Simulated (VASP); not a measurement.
Ca, 1 atom in the cell. Symmetry: Fm-3m, No. 225, cubic system. The conventional cell has a = 5.335 Å, b = 5.335 Å, c = 5.335 Å, α = 90.00°, β = 90.00°, γ = 90.00°. Around Ca (site symmetry m-3m) lie 12 Ca at 3.77 Å. 

* Program: VASP 6.6.1
* Task: phonons
* Functional: LDA
* Potentials or basis: VASP PAW LDA potentials, release 64 (Ca_sv)
* Cutoff: 600 eV
* k mesh: 22 × 22 × 22
* Occupations: methfessel-paxton, width 0.2 eV
* Spin: no spin polarisation
* By perturbation theory: no
* Further INCAR settings: ALGO = Normal; EDIFF = 1e-08; IBRION = 6; POTIM = 0.015; NSW = 1

Potentials or basis: VASP PAW LDA potentials, release 64 (Ca_sv).

Launch:

```console
$ cat potpaw_LDA.64/Ca_sv/POTCAR > POTCAR
$ cp INCAR.step1 INCAR
$ mpirun -np 2 vasp_std > vasp.out
$ cp CONTCAR POSCAR
$ cp INCAR.step2 INCAR
$ mpirun -np 2 vasp_std > vasp.out
```

Hardware: 2 MPI ranks on Intel(R) Xeon(R) Platinum 8375C CPU @ 2.90GHz (Ice Lake) (shared host).

Q: Estimate the wall time of this run.

A: Wall time 3 min on 2 MPI ranks on Intel(R) Xeon(R) Platinum 8375C CPU @ 2.90GHz (Ice Lake), on a shared host, peak memory 0.34 GiB a rank. Counts: scf iterations 24, k points 328, ion steps 3.
